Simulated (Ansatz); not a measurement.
Checking a converged run of Co

System: Co, the coordinates of a database entry, unrelaxed (space group I4/mmm, primitive cell doubled); the cell holds 2 atoms. The cell is far larger than its atoms need, so the entry probably lacks atoms. Source: COD entry 4105684, which need not be the ambient phase.

Theory: DFT, PBE, PAW, plane waves, scalar-relativistic in Ansatz.

```yaml
crystal:
  lattice:
    - [-1.99549069, 1.99549069, 8.85685]
    - [3.99098138, -3.99098138, 17.7137]
    - [1.99549069, 1.99549069, -8.85685]
  atoms:
    - { symbol: Co, position: [0.0, 0.0, 0.0], spin: 3.0 }
    - { symbol: Co, position: [0.0, 0.5, 0.0], spin: -3.0 }
magnetization:
  spin_polarized: true
hamiltonian:
  xc: pbe
  pseudopotentials: { kind: paw }
basis:
  ecutwfc: 420
kpoints:
  mp_grid: { grid: [8, 4, 11] }
scf:
  occupations: { method: fermi_dirac, width: 0.1 }
  lower_state_search: "off"
output:
  forces: true
  stress: true
```

Wall time and machine: 68 s on 2 threads of Intel(R) Xeon(R) 6975P-C, on a shared host, peak memory 1.6 GiB.

The end of the output:

```
SCF converged after 69 iterations
Magnetization: 0.0000 μB (17.0000 up, 17.0000 down)
Absolute magnetization: 5.1897 μB (∫|ρ↑−ρ↓|, with the PAW one-centre terms)
Spin contamination: 1.3971 ħ² per cell (⟨S²⟩ above its minimum at these occupations)
Per-site moments (μB) at R_I (Å): [(2.5463, 1.6462), (-2.5463, 1.6462)]
Free energy (F): -10242.735266 eV
Harris-Foulkes:  -10242.735266 eV  (|F-HF|=7.33e-9)
Internal energy: -10242.061598 eV  (E = F + TS)
E sigma→0 (E₀):  -10242.398432 eV
Entropy (-TS):   -0.673669 eV (-336.834 meV/atom)
Fermi energy:    -2.421249 eV
--- Forces (eV/Å), atoms counted from 1 ---
  atom   1  Co     0.00000000     0.00000000     0.00000000
  atom   2  Co     0.00000000     0.00000000     0.00000000
--- Stress (GPa, compression-positive) ---
       -1.842313       0.001075      -0.000011
        0.001073      -1.715752      -0.000020
       -0.000013      -0.000020      -0.001017
  P = ⅓ Tr σ = -1.1864 GPa (-11.864 kbar)
```

The mesh has less symmetry than the lattice, which lowers the symmetry of the run.

Site moments are taken inside atomic spheres and don't add up to the total.

Has the SCF ended in the lowest solution? If not, by how much is it too high?

No. A state 334 meV/atom (0.669 eV per cell) lower exists in this cell: ferromagnetic, site moments Co1 2.55, Co2 2.55 μB, total 5.21 μB per cell, no gap on the k-mesh. It was reached from: parallel moments, default search for lower states [Co1 3.00, Co2 3.00 μB]; parallel moments, plain SCF [Co1 3.00, Co2 3.00 μB]. Signs that this run gave and the runs to the lower state didn't: a negative reading of the dielectric operator (it may be a saddle point). This multiple of the primitive cell fits some opposed orders; other multiples fit others. Only collinear orders within this cell were tried; the true ground state may need a larger cell.
